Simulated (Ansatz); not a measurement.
# ZnS (h-MgO (five-fold) type): optical response by level, part 2 of 2

How does ZnS (h-MgO (five-fold) type) absorb light if electrons and holes don't interact? The runs, in order: HSE06 for the gap; optics with PBE on 6×6×4; optics with r2SCAN on 6×6×4; optics with PBE and scissors to the HSE06 gap on 6×6×4.

Ansatz 0.2.0; plane waves, PAW; no local fields, no excitons.

**4. Optics, r2SCAN**

Input file input.yaml:

```yaml
crystal:
  lattice:
    - [3.946372722, 0.0, 0.0]
    - [-1.973186361, 3.41765903, 0.0]
    - [0.0, 0.0, 5.8800538635]
  atoms:
    - { symbol: Zn, position: [0.3333333333, 0.6666666667, 0.25] }
    - { symbol: Zn, position: [0.6666666667, 0.3333333333, 0.75] }
    - { symbol: S, position: [0.6666666667, 0.3333333333, 0.25] }
    - { symbol: S, position: [0.3333333333, 0.6666666667, 0.75] }
kpoints:
  mp_grid: { grid: [6, 6, 4] }
hamiltonian:
  xc: r2scan
scf:
  occupations: { method: fixed }
output:
  optics:
    e_range: [0, 13]
    de: 0.05
    sigma: 0.1
    bands: { spectra_wanted_up_to: 13 }
  write_density: true
  write_potential: true
  elf: true
  volumetric_format: npy
```

Started as:

```bash
$ ansatz run input.yaml --threads 4 --pin off --max-ram 3686MiB --backend cpu --events-out ev --progress --plain --runs-dir out
```

The program printed:

```text
Warning: RAYON_NUM_THREADS=4 ignored (pool sized by the plan → 4); use --threads N
Engine: ansatz 0.2.0, x86_64-unknown-linux-gnu
Pseudopotentials: kind: paw
Pseudopotential: Zn, paw, valence charge 12, recommended cutoff 500 eV (meta_gga), Zn.paw.azcp
Pseudopotential: S, paw, valence charge 6, recommended cutoff 500 eV (meta_gga), S.paw.azcp
Functional definition: r2SCAN
  parameter k0 = 0.174
  parameter k1 = 0.065
  parameter a1 = 4.9479
  exchange = r2scan_x(k0 = k0, k1 = k1, a1 = a1)
  correlation = r2scan_c
Crystal: 4 atoms, lattice volume = 79.306 Å³
Basis set: ecut = 500 eV, 1983 PW (Γ), exchange–correlation on 120×120×180 points (64 copies of the dense FFT grid, shifted against one another)
Bands: 22, of which v1, the nominal top of the filled ones, is band 18 counted from 1 (17 counted from 0)
Symmetry: 24 space group operations
Space group: P63/mmc (ITA 194), of the structure as read, at distance tolerance 4.3e-5 Å
k-points: 21 of 144
Non-local potential: Zn, projectors of the file, l = 0: 2, l = 1: 2, l = 2: 3, l = 3: 1
Non-local potential: S, projectors of the file, l = 0: 2, l = 1: 2, l = 2: 2
PAW form: soft (Blöchl's): semilocal exchange-correlation on the pseudo side does not see the compensation charge
PAW frozen core: Zn, regenerated for the run's functional (the file was generated under x = pbe(κ = 0.804, μ = 0.2195149727645171), c = pbe(β = 0.06672455060314922))
PAW frozen core: S, regenerated for the run's functional (the file was generated under x = pbe(κ = 0.804, μ = 0.2195149727645171), c = pbe(β = 0.06672455060314922))
PAW one-centre angular grid: Zn, 590 points (default); XC on 261 of its mesh's 2673 points in the sphere
PAW one-centre angular grid: S, 302 points (default); XC on 160 Gauss nodes
Initial density: superposition of atomic densities (neutral atoms: chi_scale 0, normalization atom), corrected by the library's trained network
Initial wavefunctions: pseudopotential atomic-orbital guess
Functional: x = r2scan, c = r2scan; τ floored in thin density (d = 2e-4 eV/Å³)
SCF iter   1: F=—  HF=-8466.190086 eV  |F-HF|=—  |Δ(HF+E_count)|=         —  Δρ=1.46e-2  dr2=7.90e-2  dr2_τ=1.44e-2  ethr=1.77e-3  ⟨swp⟩=4.8  Hψ=1984  notcnv=0  defer=39
preconditioner: auto → Resta (q_TF=auto, 2.392 Å⁻¹)  ε∞=5.9  [insulator: Δε(μ)=1.850 eV  Ē_g=11.313 eV  n_scr=22 (ndim 8)  ℏωp=25.0 eV  f_vac=0.057  ε∞_Penn≈5.9]
SCF iter   2: F=—  HF=-8466.192735 eV  |F-HF|=—  |Δ(HF+E_count)|=   2.65e-3  Δρ=2.57e-3  dr2=3.71e-3  dr2_τ=4.30e-4  ethr=2.20e-4  ⟨swp⟩=2.0  Hψ=1009  notcnv=0  defer=41
SCF iter   3: F=—  HF=-8466.190429 eV  |F-HF|=—  |Δ(HF+E_count)|=   2.31e-3  Δρ=3.21e-3  dr2=3.95e-3  dr2_τ=2.51e-5  ethr=1.03e-5  ⟨swp⟩=2.0  Hψ=841  notcnv=0  defer=41
SCF iter   4: F=—  HF=-8466.190315 eV  |F-HF|=—  |Δ(HF+E_count)|=   1.14e-4  Δρ=7.81e-4  dr2=2.68e-4  dr2_τ=6.14e-6  ethr=1.03e-5  ⟨swp⟩=2.1  Hψ=526  notcnv=0  defer=41
SCF iter   5: F=—  HF=-8466.190368 eV  |F-HF|=—  |Δ(HF+E_count)|=   5.28e-5  Δρ=1.82e-4  dr2=2.10e-5  dr2_τ=5.71e-7  ethr=7.44e-7  ⟨swp⟩=2.0  Hψ=827  notcnv=0
SCF iter   6: F=—  HF=-8466.190373 eV  |F-HF|=—  |Δ(HF+E_count)|=   5.28e-6  Δρ=4.24e-5  dr2=1.02e-6  dr2_τ=6.37e-9  ethr=5.83e-8  ⟨swp⟩=2.0  Hψ=840  notcnv=0
SCF iter   7: F=—  HF=-8466.190374 eV  |F-HF|=—  |Δ(HF+E_count)|=   6.47e-7  Δρ=6.56e-6  dr2=4.85e-8  dr2_τ=7.25e-10  ethr=2.84e-9  ⟨swp⟩=2.1  Hψ=842  notcnv=0
SCF iter   8: F=—  HF=-8466.190374 eV  |F-HF|=—  |Δ(HF+E_count)|=   6.54e-9  Δρ=1.55e-6  dr2=2.62e-9  dr2_τ=2.39e-11  ethr=1.35e-10  ⟨swp⟩=2.7  Hψ=787  notcnv=0
SCF iter   9: F=—  HF=-8466.190374 eV  |F-HF|=—  |Δ(HF+E_count)|=  9.24e-10  Δρ=3.24e-7  dr2=7.38e-11  dr2_τ=3.72e-12  ethr=7.27e-12  ⟨swp⟩=2.1  Hψ=726  notcnv=0
SCF iter  10: F=-8466.190374 eV  HF=-8466.190374 eV  |F-HF|=1.82e-12  |Δ(HF+E_count)|=  8.37e-11  Δρ=4.09e-8  dr2=1.45e-12  dr2_τ=4.53e-14  ethr=1.00e-12  ⟨swp⟩=4.2  Hψ=1715  notcnv=0
SCF 1 converged in 10 iterations: F = -8466.190374 eV  dr2 = 1.45e-12
NSCF: frozen V_eff on 21 k-points
Optics k sum: 0 of 21 k-points
[...]
output.optics: what the bands over the 42 summed would add to eps1, eps2 and the energy-loss function is held between a lower and an upper bound (8 Lanczos steps). eps1, eps2 and their loss function (loss_summed_bands) are given on every row as the summed bands alone make them. Along an axis, on a row where the two bounds hold the loss function to about 1 % of the greater of itself and 0.5 % of |1/eps|, its cell (loss_completed) is given, with the completed eps1 and eps2 that it is formed of (a cell that is left empty reads nan in the table and null in the record). The two bounds hold it so along every axis on all 261 rows up to 13.000 eV. The run works to bound the rows up to 13.000 eV and no higher ones: a peak of the loss function over that energy may be left empty with no warning. To have the run work for it, set output.optics.bands.spectra_wanted_up_to to a higher energy. perfect_screening_sum, loss_f_sum_n_eff and, beside carriers, perfect_screening_limit are those of loss_summed_bands: over the bounded function the two sums would run over rows that are not all bounded, and lack what the bands left out lay past the top of the energy grid. Bounded is said of the bands left out alone, which are those that the basis at basis.ecutwfc holds: it says nothing of that cutoff, of the k-point mesh, of what the sum inside its cells errs by (eps2_relative_error), of the factors of all_electron_strengths, nor of how far the SCF is converged. The bands left out are taken at the k-points, and what their mean over the points' cells stands off that by is in neither bound: the run's estimate of it, which the test of a row counts in, is 0.03 % of |eps| at the most among the values given; where the mean stood off by over 0.5 % the points' spread read 0.1 to 3 times that
SCF converged after 10 iterations
Free energy (F): -8466.190374 eV
Harris-Foulkes:  -8466.190374 eV  (|F-HF|=1.82e-12)
Internal energy: -8466.190374 eV  (E = F + TS)
E sigma→0 (E₀):  -8466.190374 eV
Fermi energy:    5.609959 eV
--- Per-component energies (eV) ---
  E_band       = -8.254126
  E_kinetic    = 474.859826
  E_local      = -4100.748167  (includes V_loc(G=0)·N_el)
  E_nonlocal   = 1294.307640
  E_hartree    = 1719.122603
  E_xc         = -430.911577
  E_vxc        = -295.341988  (∫ρ·V_xc dr)
  E_paw        = -4921.023951  (= ΣΔE_a)
  E_vpaw       = -834.084332  (= ΣTr[D̂ρ^β])
  E_aug_tail   = -0.000094  (compensation charges beyond the density's cutoff)
  E_vtau       = 14.507761  (kinetic-family band-sum trace: ∫τ·v_τ [+ j·A + Jᵃ·Aᵃ] dr)
  E_ewald      = -2501.211884
  E_core_change = -0.584771  (= ΣΔE_core)
  E_smearing   = -0.000000  (= −TS)
  E_closure    = 0.000000  (closes the sum)
  Σ components = -8466.190374   (vs F -8466.190374, Δ=0.00e0)
--- Band table (eV; the first three rows and the last of 21) ---
  k-point 0: bands = ["-8.1646", "-7.1176", "-1.2843", "-1.2843", "-1.2502", "-1.2502", "-0.7086", "-0.6849", "-0.6849", "-0.5851", "-0.5851", "-0.2619", "1.1622", "4.4057", "4.4057", "5.1838", "5.1838", "5.6100", "7.5589", "8.1747", "11.7474", "11.7474"]
  k-point 1: bands = ["-8.0290", "-7.2913", "-1.2835", "-1.2835", "-1.2599", "-1.2599", "-0.7270", "-0.6661", "-0.6661", "-0.5960", "-0.5960", "-0.5260", "1.9076", "4.5167", "4.5167", "4.7324", "5.0681", "5.0681", "7.9029", "8.9175", "11.7789", "11.7789"]
  k-point 2: bands = ["-7.6790", "-7.6790", "-1.2761", "-1.2761", "-1.2761", "-1.2761", "-0.7168", "-0.7168", "-0.6271", "-0.6271", "-0.6271", "-0.6271", "3.2926", "3.2926", "4.7899", "4.7899", "4.7899", "4.7899", "8.8062", "8.8062", "12.0693", "12.0693"]
  k-point 20: bands = ["-6.9366", "-6.9366", "-1.0252", "-1.0252", "-0.9117", "-0.9117", "-0.8554", "-0.8554", "-0.6946", "-0.6946", "-0.3320", "-0.3320", "0.6717", "0.6717", "1.9050", "1.9050", "5.1915", "5.1915", "10.5120", "10.5120", "12.5399", "12.5399"]
```

Wall time 53 s (4 threads of AMD EPYC (Zen 3), shared host); peak memory 0.9 GiB.

optics.tsv begins:

```
# eps_inf(xx yy zz) = 6.034021 6.034021 5.756541
# eps_inf_bands = all
# eps_inf_summed_bands(xx yy zz) = 5.951348 5.951348 5.668907
# eps_inf_completed(xx yy zz) = 6.034021 6.034021 5.756541
# eps2_relative_error = 0.0012
# eps_inf_relative_error = 0.0041
# f_sum_n_eff(xx yy zz) = 17.039111 17.039111 16.667451 of n_electrons = 36.000000
# n_bands = 42
# n_bands_set_by = photon_energy
# valid_up_to_ev = 21.163808
# least_direct_gap_ev = 1.948981e0 at k(fractional) = 0.000000 0.000000 0.000000, k_point = 0, channel = 0, bands = 17 18 (counted from 0)
```

The dielectric function from optics.tsv (yy equals xx), one row in 14 (narrow peaks fall between the rows):

```
E (eV)  ε₂ xx  ε₂ zz  ε₁ xx  ε₁ zz
  2.40   0.00   0.00   7.04   6.82
  3.10   0.52   0.78   8.90   7.56
  3.80   2.71   1.18   8.84   8.73
  4.50   3.64   3.50   8.67  13.02
  5.20   5.71  11.34  10.88  12.09
  5.90  15.58  13.24   7.39  -0.24
  6.60   7.40   6.11  -0.77  -1.99
  7.30  10.18   4.89   0.42  -2.22
  8.00   6.72   2.70  -1.62  -1.12
  8.70   5.36   3.42  -1.94  -0.36
  9.40   4.22   2.49  -1.60   0.62
 10.10   3.93   3.87  -2.20   0.27
 10.80   2.45   3.48  -1.99  -1.19
 11.50   1.96   2.29  -1.88  -1.44
 12.20   1.39   1.61  -1.32  -1.16
 12.90   1.35   1.45  -1.19  -0.77
```

Tallest peaks of ε₂ (mean of the periodic axes): 14.9 at 5.95 eV, 8.5 at 7.25 eV, 6.1 at 7.80 eV.

**5. Optics, PBE + 1.20 eV scissors**

The scissors of 1.203 eV comes from the difference of HSE06 and PBE direct gaps in separate runs.

input.yaml: that of step 4 with these lines changed.

```diff
@@ -13,3 +13,3 @@
 hamiltonian:
-  xc: r2scan
+  xc: pbe
 scf:
@@ -22,5 +22,2 @@
     bands: { spectra_wanted_up_to: 13 }
-  write_density: true
-  write_potential: true
-  elf: true
-  volumetric_format: npy
+    scissors: 1.203
```

Started as:

```bash
$ ansatz run input.yaml --threads 4 --pin off --max-ram 3686MiB --backend cpu --events-out ev --progress --plain --runs-dir out
```

The program printed:

```text
Warning: RAYON_NUM_THREADS=4 ignored (pool sized by the plan → 4); use --threads N
[... 9 set-up lines as earlier in the session ...]
Crystal: 4 atoms, lattice volume = 79.306 Å³
Basis set: ecut = 420 eV, 1567 PW (Γ)
Bands: 22, of which v1, the nominal top of the filled ones, is band 18 counted from 1 (17 counted from 0)
[... 2 set-up lines as earlier in the session ...]
k-points: 21 of 144
[... 8 set-up lines as earlier in the session ...]
SCF iter   1: F=—  HF=-8444.777714 eV  |F-HF|=—  |Δ(HF+E_count)|=         —  Δρ=1.25e-3  dr2=7.31e-4  ethr=1.77e-3  ⟨swp⟩=5.1  Hψ=1972  notcnv=0  defer=41
preconditioner: auto → Resta (q_TF=auto, 2.392 Å⁻¹)  ε∞=6.7  [insulator: Δε(μ)=1.447 eV  Ē_g=10.513 eV  n_scr=22 (ndim 8)  ℏωp=25.0 eV  f_vac=0.057  ε∞_Penn≈6.7]
SCF iter   2: F=—  HF=-8444.778174 eV  |F-HF|=—  |Δ(HF+E_count)|=   4.60e-4  Δρ=5.09e-4  dr2=1.10e-4  ethr=2.03e-6  ⟨swp⟩=2.0  Hψ=1030  notcnv=0  defer=42
SCF iter   3: F=—  HF=-8444.778358 eV  |F-HF|=—  |Δ(HF+E_count)|=   1.84e-4  Δρ=3.44e-4  dr2=6.02e-5  ethr=3.06e-7  ⟨swp⟩=2.0  Hψ=807  notcnv=0  defer=42
SCF iter   4: F=—  HF=-8444.778430 eV  |F-HF|=—  |Δ(HF+E_count)|=   7.24e-5  Δρ=9.60e-5  dr2=4.03e-6  ethr=1.67e-7  ⟨swp⟩=2.0  Hψ=820  notcnv=0  defer=25
SCF iter   5: F=—  HF=-8444.778435 eV  |F-HF|=—  |Δ(HF+E_count)|=   4.51e-6  Δρ=3.48e-5  dr2=9.28e-7  ethr=1.12e-8  ⟨swp⟩=2.0  Hψ=767  notcnv=0
SCF iter   6: F=—  HF=-8444.778438 eV  |F-HF|=—  |Δ(HF+E_count)|=   2.97e-6  Δρ=7.80e-6  dr2=4.99e-8  ethr=2.58e-9  ⟨swp⟩=2.0  Hψ=833  notcnv=0
SCF iter   7: F=—  HF=-8444.778438 eV  |F-HF|=—  |Δ(HF+E_count)|=   8.95e-8  Δρ=4.05e-6  dr2=9.56e-9  ethr=1.39e-10  ⟨swp⟩=2.0  Hψ=796  notcnv=0
SCF iter   8: F=—  HF=-8444.778438 eV  |F-HF|=—  |Δ(HF+E_count)|=   1.39e-8  Δρ=4.23e-7  dr2=1.30e-10  ethr=2.66e-11  ⟨swp⟩=2.0  Hψ=837  notcnv=0
SCF iter   9: F=-8444.778438 eV  HF=-8444.778438 eV  |F-HF|=1.46e-11  |Δ(HF+E_count)|=  2.69e-10  Δρ=9.11e-8  dr2=6.54e-12  ethr=1.00e-12  ⟨swp⟩=3.3  Hψ=1899  notcnv=0
SCF 1 converged in 9 iterations: F = -8444.778438 eV  dr2 = 6.54e-12
NSCF: frozen V_eff on 21 k-points
Optics k sum: 0 of 21 k-points
[...]
output.optics: what the bands over the 40 summed would add to eps1, eps2 and the energy-loss function is held between a lower and an upper bound (8 Lanczos steps). eps1, eps2 and their loss function (loss_summed_bands) are given on every row as the summed bands alone make them. Along an axis, on a row where the two bounds hold the loss function to about 1 % of the greater of itself and 0.5 % of |1/eps|, its cell (loss_completed) is given, with the completed eps1 and eps2 that it is formed of (a cell that is left empty reads nan in the table and null in the record). The two bounds hold it so along every axis on all 261 rows up to 13.000 eV. The run works to bound the rows up to 13.000 eV and no higher ones: a peak of the loss function over that energy may be left empty with no warning. To have the run work for it, set output.optics.bands.spectra_wanted_up_to to a higher energy. perfect_screening_sum, loss_f_sum_n_eff and, beside carriers, perfect_screening_limit are those of loss_summed_bands: over the bounded function the two sums would run over rows that are not all bounded, and lack what the bands left out lay past the top of the energy grid. Bounded is said of the bands left out alone, which are those that the basis at basis.ecutwfc holds: it says nothing of that cutoff, of the k-point mesh, of what the sum inside its cells errs by (eps2_relative_error), of the factors of all_electron_strengths, nor of how far the SCF is converged. The bands left out are taken at the k-points, and what their mean over the points' cells stands off that by is in neither bound: the run's estimate of it, which the test of a row counts in, is 0.02 % of |eps| at the most among the values given; where the mean stood off by over 0.5 % the points' spread read 0.1 to 3 times that
SCF converged after 9 iterations
Free energy (F): -8444.778438 eV
Harris-Foulkes:  -8444.778438 eV  (|F-HF|=1.46e-11)
Internal energy: -8444.778438 eV  (E = F + TS)
E sigma→0 (E₀):  -8444.778438 eV
Fermi energy:    5.892335 eV
--- Per-component energies (eV) ---
  E_band       = 6.933539
  E_kinetic    = 476.722749
  E_local      = -4089.317421  (includes V_loc(G=0)·N_el)
  E_nonlocal   = 1286.480499
  E_hartree    = 1708.984333
  E_xc         = -468.408205
  E_vxc        = -278.568683  (∫ρ·V_xc dr)
  E_paw        = -4858.027758  (= ΣΔE_a)
  E_vpaw       = -806.351437  (= ΣTr[D̂ρ^β])
  E_aug_tail   = -0.000752  (compensation charges beyond the density's cutoff)
  E_ewald      = -2501.211884
  E_smearing   = -0.000000  (= −TS)
  E_closure    = 0.000000  (closes the sum)
  Σ components = -8444.778438   (vs F -8444.778438, Δ=0.00e0)
--- Band table (eV; the first three rows and the last of 21) ---
  k-point 0: bands = ["-7.3669", "-6.3469", "-0.8439", "-0.8439", "-0.8132", "-0.8132", "-0.2915", "-0.2707", "-0.2707", "-0.1684", "-0.1684", "0.1548", "1.5226", "4.6927", "4.6927", "5.4593", "5.4593", "5.8923", "7.3336", "7.8674", "11.5707", "11.5707"]
  k-point 1: bands = ["-7.2348", "-6.5161", "-0.8437", "-0.8437", "-0.8225", "-0.8225", "-0.3093", "-0.2514", "-0.2514", "-0.1796", "-0.1796", "-0.1089", "2.2476", "4.8021", "4.8021", "4.9723", "5.3454", "5.3454", "7.6712", "8.6652", "11.6022", "11.6022"]
  k-point 2: bands = ["-6.8938", "-6.8938", "-0.8375", "-0.8375", "-0.8375", "-0.8375", "-0.2986", "-0.2986", "-0.2116", "-0.2116", "-0.2116", "-0.2116", "3.5776", "3.5776", "5.0713", "5.0713", "5.0713", "5.0713", "8.5618", "8.5618", "11.8816", "11.8816"]
  k-point 20: bands = ["-6.1597", "-6.1597", "-0.5893", "-0.5893", "-0.4934", "-0.4934", "-0.4422", "-0.4422", "-0.2808", "-0.2808", "0.0639", "0.0639", "0.9880", "0.9880", "2.2743", "2.2743", "5.4915", "5.4915", "10.2514", "10.2514", "12.2124", "12.2124"]
```

Wall time 36 s (4 threads of AMD EPYC (Zen 3), shared host); peak memory 0.7 GiB.

optics.tsv begins:

```
# eps_inf(xx yy zz) = 5.822708 5.822708 5.610703
# eps_inf_bands = all
# eps_inf_summed_bands(xx yy zz) = 5.733551 5.733551 5.515215
# eps_inf_completed(xx yy zz) = 5.822708 5.822708 5.610703
# eps2_relative_error = 0.0013
# eps_inf_relative_error = 0.0040
# f_sum_n_eff(xx yy zz) = 16.134083 16.134083 15.704781 of n_electrons = 36.000000
# n_bands = 40
# n_bands_set_by = photon_energy
# valid_up_to_ev = 19.819501
# least_direct_gap_ev = 1.441242e0 at k(fractional) = 0.000000 0.000000 0.000000, k_point = 0, channel = 0, bands = 17 18 (counted from 0)
```

The dielectric function from optics.tsv (yy equals xx), one row in 13 (narrow peaks fall between the rows):

```
E (eV)  ε₂ xx  ε₂ zz  ε₁ xx  ε₁ zz
  3.00   0.00   0.00   7.11   7.00
  3.65   0.32   0.93   8.80   7.74
  4.30   2.88   1.25   9.15   8.61
  4.95   4.28   2.04   8.63  11.14
  5.60   4.87  10.36   9.75  12.27
  6.25   9.59  15.07  10.76   3.46
  6.90  15.07  10.89  -0.51  -3.41
  7.55   6.15   6.69   0.28  -1.66
  8.20   8.73   4.12  -1.11  -2.77
  8.85   6.49   2.30  -1.69  -1.03
  9.50   5.38   3.27  -2.26   0.01
 10.15   4.51   2.69  -1.81   0.59
 10.80   3.93   3.82  -2.89   0.25
 11.45   2.48   3.77  -2.24  -1.54
 12.10   1.99   2.41  -2.19  -1.76
 12.75   1.41   1.71  -1.61  -1.36
```

Tallest peaks of ε₂ (mean of the periodic axes): 11.5 at 6.05 eV, 16.1 at 6.65 eV, 8.5 at 8.00 eV.

**6. Comparison**

| level | mesh | least direct gap on the mesh (eV) | ε∞ | tallest peak of ε₂ | time |
| --- | --- | --- | --- | --- | --- |
| PBE | 6×6×4 | 1.44 | 6.83 (xx, yy), 6.60 (zz) | 16.1 at 5.45 eV | 36 s |
| r2SCAN | 6×6×4 | 1.95 | 6.03 (xx, yy), 5.76 (zz) | 14.9 at 5.95 eV | 53 s |
| PBE + 1.20 eV scissors | 6×6×4 | 2.64 | 5.82 (xx, yy), 5.61 (zz) | 16.1 at 6.65 eV | 36 s |

**7. Summary of results**

The summary covers parts 1 to 2.

| quantity | value |
| --- | --- |
| ε∞, PBE | 6.83 (xx, yy), 6.60 (zz) |
| ε∞, r2SCAN | 6.03 (xx, yy), 5.76 (zz) |
| ε∞, PBE + 1.20 eV scissors | 5.82 (xx, yy), 5.61 (zz) |
| tallest peak of ε₂, PBE | 16.1 at 5.45 eV |
| tallest peak of ε₂, r2SCAN | 14.9 at 5.95 eV |
| tallest peak of ε₂, PBE + 1.20 eV scissors | 16.1 at 6.65 eV |
| HSE06 direct gap | 2.64 eV |

In words: PBE + 1.20 eV scissors has the widest direct gap (2.64 eV) and PBE the narrowest (1.44 eV); ε∞ is 5.75 and 6.75 (mean of the axes): a wider gap screens less. The response is anisotropic: with PBE ε∞ is 6.83 (xx, yy), 6.60 (zz). Local fields and excitons are left out: both change ε∞, and without excitons the onset lacks its lines.
